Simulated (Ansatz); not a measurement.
A relaxed cell of Ge is given with its symmetry left out. The cell was found from a structure generator's guess, not taken from experiment.

Level of theory: DFT PBE, scalar-relativistic, plane waves, PAW (Ansatz). Cutoff 420 eV, Γ-centred mesh, Gaussian smearing, no spin polarisation.

```cif
data_structure
_symmetry_space_group_name_H-M 'P 1'
_symmetry_Int_Tables_number 1
_cell_length_a 7.8474
_cell_length_b 7.8474
_cell_length_c 4.0688
_cell_angle_alpha 90.000
_cell_angle_beta 90.000
_cell_angle_gamma 128.473
_cell_volume 196.17
loop_
_atom_site_label
_atom_site_type_symbol
_atom_site_fract_x
_atom_site_fract_y
_atom_site_fract_z
_atom_site_occupancy
Ge1 Ge 0.14846 0.48387 0.00000 1
Ge2 Ge 0.85154 0.51613 0.00000 1
Ge3 Ge 0.51613 0.85154 0.00000 1
Ge4 Ge 0.48387 0.14846 0.00000 1
Ge5 Ge 0.90443 0.72663 0.50000 1
Ge6 Ge 0.09557 0.27337 0.50000 1
Ge7 Ge 0.27337 0.09557 0.50000 1
Ge8 Ge 0.72663 0.90443 0.50000 1
```

Energies count from the standard state of Ge at the same level.

(1) Find its symmetry and describe it.

(2) How far does it lie from the standard state of Ge?

(3) Is it a metal?

(4) From what recipe could a structure generator have reached it?

## Answers

(1) Cmmm (No. 65). Conventional cell: a = 6.822 Å, b = 14.135 Å, c = 4.069 Å. Ge on its first site is surrounded by 4 Ge at 2.49–2.51 Å; around Ge on its second site lie 4 Ge at 2.49–2.52 Å.

(2) +0.05 eV/atom. So it is a metastable form at best.

(3) It can't be told: the gap on the 6×6×10 mesh is only 0.02 eV.

(4) One such recipe: 4-connected net of one element (Cmmm, No. 65). Other recipes can lead to the same cell.

The last run used a 6×6×10 mesh (in the run's order of axes) for its 8-atom cell and Gaussian smearing of 0.10 eV. A gap this small is below the smearing, so the run can't tell it from none. Symmetry constrained the relaxation, so the result can be a saddle point.
